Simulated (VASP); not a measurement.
**From an Ansatz input to VASP: BP (zincblende)**

Ansatz input

```yaml
crystal:
  lattice:
    - [0.0, 2.2683156661, 2.2683156661]
    - [2.2683156661, 0.0, 2.2683156661]
    - [2.2683156661, 2.2683156661, 0.0]
  atoms:
    - { symbol: B, position: [0.0, 0.0, 0.0] }
    - { symbol: P, position: [0.25, 0.25, 0.25] }
kpoints:
  mp_grid: { grid: [6, 6, 6] }
  band_path:
    path:
      - [0.0, 0.0, 0.0]
      - [0.5, 0.0, 0.5]
      - [0.5, 0.25, 0.75]
      - [0.375, 0.375, 0.75]
      - [0.5, 0.5, 0.5]
      - [0.625, 0.25, 0.625]
      - [0.0, 0.4, 0.4]
    npoints: 1
hamiltonian:
  xc: pbe0
scf:
  occupations: { method: fixed }
  n_extra_bands: 4
output:
  forces: true
  stress: true
  eigenvalues: true
```

Question: Which VASP files do the same job?

Answer: 

INCAR, step 1 (PBE orbitals to start from)

```
LCHARG = .FALSE.
NBANDS = 11
SIGMA = 0.01
LREAL = .FALSE.
LASPH = .TRUE.
PREC = Accurate
GGA = PE
ENCUT = 520
NELM = 120
ISMEAR = 0
LWAVE = .TRUE.
EDIFF = 1E-5
```

INCAR, step 2

```
AEXX = 0.25
GGA = PE
IBRION = -1
ISTART = 1
NBANDS = 11
SIGMA = 0.01
ISIF = 2
LCHARG = .FALSE.
PRECFOCK = Fast
EDIFF = 1E-7
ISMEAR = 0
LREAL = .FALSE.
ENCUT = 520
LHFCALC = .TRUE.
PREC = Accurate
ALGO = Normal
HFRCUT = -1
NELM = 120
LWAVE = .FALSE.
NSW = 0
LASPH = .TRUE.
```

KPOINTS

```
KPOINTS created by Atomic Simulation Environment
0
Gamma
6 6 6
0 0 0
```

KPOINTS_OPT

```
special points
7
Reciprocal
0.0000000000 0.0000000000 0.0000000000 1
0.5000000000 0.0000000000 0.5000000000 1
0.5000000000 0.2500000000 0.7500000000 1
0.3750000000 0.3750000000 0.7500000000 1
0.5000000000 0.5000000000 0.5000000000 1
0.6250000000 0.2500000000 0.6250000000 1
0.0000000000 0.4000000000 0.4000000000 1
```

POSCAR

```
B  P
 1.0000000000000000
     0.0000000000000000    2.2683156661148307    2.2683156661148307
     2.2683156661148307    0.0000000000000000    2.2683156661148307
     2.2683156661148307    2.2683156661148307    0.0000000000000000
 B   P
   1   1
Cartesian
  0.0000000000000000 -0.0000000000000000 -0.0000000000000000
  1.1341578330574154  1.1341578330574154  1.1341578330574154
```

VASP ran with the recommended PBE PAW datasets (8 valence electrons in the cell). Other inputs would serve too.

|  | Ansatz | VASP |
| --- | --- | --- |
| gap between bands v and c | 2.67 eV | 2.67 eV |
| least direct gap | 5.03 eV | 5.02 eV |
| pressure | -1.4 GPa | -2.0 GPa |

The two codes use different PAW datasets and cutoffs. VASP's cell holds 8 valence electrons and Ansatz's 8. Ansatz's stress includes a Pulay correction; VASP's doesn't.
